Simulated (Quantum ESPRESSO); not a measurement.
The system is CdSe.

```xyz
2
Lattice="0.0000 3.0703 3.0703 3.0703 0.0000 3.0703 3.0703 3.0703 0.0000" Properties=species:S:1:pos:R:3 pbc="T T T"
Cd    0.0000    0.0000    0.0000
Se    1.5351    1.5351    1.5351
```

Measurements of this composition are mostly on another form, of space group No. 186.

```yaml
Program: Quantum ESPRESSO 7.5
Task: phonons
Functional: LDA
Potentials_or_basis: GBRV 1.5 LDA
Cutoff: 612 eV
Density_cutoff: 4898 eV
k_mesh: 6 × 6 × 6, shifted
Occupations: fermi-dirac, width 0.05 eV
Spin: no spin polarisation
Target_pressure: 15 GPa
Form_of_the_LDA_correlation: PZ81
Mixing_beta: 0.5
Most_SCF_iterations: 120
SCF_threshold: 4e-10 Ry
```

The cell and the atoms were relaxed first at 15 GPa, to 22.80 Å³/atom (a = 4.010 Å, b = 4.010 Å, c = 4.010 Å, α = 60.00°, β = 60.00°, γ = 60.00°), and the response was taken there.

The first run showed a gap, so the response started from a second, tighter run with fixed occupations.

Question: What is the highest optical frequency at the zone centre, leaving out the macroscopic field of polar modes?

Answer: 236 cm⁻¹, a mode of symmetry T2 (IR and Raman). With the field the highest mode lies at 259 cm⁻¹.

Optical modes at Γ, degenerate ones joined, polar ones without the macroscopic field:
| cm⁻¹ | components | symmetry | active in | IR intensity, summed ((D/Å)²/amu) |
| --- | --- | --- | --- | --- |
| 236 | 3 | T2 | IR and Raman | 5.77 |

Zone-centre frequencies without and with the macroscopic field along z (cm⁻¹):
```
                optical modes in rising order
       without                    236 236 236
with the field                    236 236 259
```

Caveat: the volume moved by over 15 % at a fixed basis, so the end points are rough; the cell is more than 3 GPa from zero pressure, which shifts response properties.
